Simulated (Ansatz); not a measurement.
## Bands of EuO

```
CELL_PARAMETERS angstrom
0.00000 2.57195 2.57195
2.57195 0.00000 2.57195
2.57195 2.57195 0.00000
ATOMIC_POSITIONS crystal
Eu 0.00000 0.00000 0.00000
O 0.50000 0.50000 0.50000
```

Atom numbers follow the list: Eu1, O2.

The conventional cell has a = 5.144 Å, b = 5.144 Å, c = 5.144 Å, α = 90.00°, β = 90.00°, γ = 90.00°. Eu (atom 1) has 6 O at 2.57 Å as nearest neighbours. Around O (atom 2) lie 6 Eu at 2.57 Å.

The geometry is COD entry 9008633, unchecked; take it as a test cell.

Semilocal functionals without a Hubbard term describe localised f shells poorly; where the shell is localised, the real material differs.

The magnetic state is the one reached from the start moments; no search over orders was made, so it needn't be the ground state.

Spin–orbit coupling is left out, though it moves levels of the heavy atoms by tenths of an eV or more.

The calculation used DFT, PBE, all-electron LAPW, scalar-relativistic in Ansatz 0.2.0.

The runs use a Γ-centred 14×14×14 k mesh, Fermi–Dirac smearing of 0.03 eV, basis error target 0.5 meV/atom, spin-polarised from start moments Eu1 7 μB, ending with a cell moment of 6.98 μB.

Points in fractions of the reciprocal vectors of this cell: Γ (0, 0, 0), X (0.5, 0, 0.5), U (0.625, 0.25, 0.625), K (0.375, 0.375, 0.75), L (0.5, 0.5, 0.5), W (0.5, 0.25, 0.75). The path joins them by straight lines in the order Γ–X–U–K–Γ–L–W–X; legs that retrace an earlier one aren't tabulated. Energies are in eV from the Fermi level.

Problem. Is there a gap?

Solution. None at this level of theory (metallic, semimetallic, or a small gap that the functional closes).

Problem. List the levels between -8 and 1.5 eV at the symmetry points.

Solution. 
Γ spin-up: -3.84 (×3), -0.66, -0.36, -0.25 (×3), 0.05 (×3)
Γ spin-down: -3.77 (×3), 0.70
X spin-up: -4.05, -3.83 (×2), -1.30, -0.46, -0.40, -0.37 (×2), -0.30, -0.06 (×2)
X spin-down: -3.81, -3.72 (×2), -0.19
U spin-up: -4.73, -4.30, -4.13, -0.65, -0.47, -0.43, -0.38, -0.35, -0.29, -0.19, 0.74
U spin-down: -4.54, -4.23, -3.90, 1.23
K spin-up: -4.73, -4.30, -4.13, -0.65, -0.47, -0.43, -0.38, -0.35, -0.29, -0.19, 0.74
K spin-down: -4.54, -4.23, -3.90, 1.23
L spin-up: -6.05, -4.87 (×2), -0.55, -0.49 (×2), -0.29 (×2), -0.28, -0.25
L spin-down: -5.75, -4.83 (×2)
W spin-up: -4.90, -4.12 (×2), -0.53 (×2), -0.40 (×2), -0.30, -0.29 (×2)
W spin-down: -4.82, -3.90 (×2)
